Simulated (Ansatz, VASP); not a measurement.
One calculation of BN, two programs

```xyz
2
Lattice="0.0000 1.8029 1.8029 1.8029 0.0000 1.8029 1.8029 1.8029 0.0000" Properties=species:S:1:pos:R:3 pbc="T T T"
B     0.0000    0.0000    0.0000
N     2.7043    2.7043    2.7043
```

Alike in both runs: functional PBEsol; k mesh 12 × 12 × 12; occupations gaussian, width 0.02 eV; no spin polarisation.

Ansatz relaxed the structure, and its values are those at the end. VASP's run is a single point on that final structure, the one shown.

|  | VASP | Ansatz |
| --- | --- | --- |
| version | VASP 6.6.1 | Ansatz 0.2.0 |
| potentials or method | VASP PAW PBE potentials, release 64 (B, N) | scalar-relativistic, plane waves, PAW |
| plane-wave cutoff (eV) | 520 | 420 |
| valence electrons in the cell | 8 | 8 |

```tsv
	VASP	Ansatz	Ansatz less VASP
gap on the k mesh at the Fermi level (eV)	4.28	4.30	+0.013
least direct gap on the mesh (eV)	8.80	8.81	+0.009
pressure (GPa)	0.6	0.0	-0.62
```

The functional is the same, so the differences come from potentials, cutoffs and numerics.

Caveats: the PAW data sets were made with another functional, which shifts forces and pressure a little (VASP). A hybrid or GW would open this gap; PBEsol tends to underestimate it. A k mesh can miss the band edges.
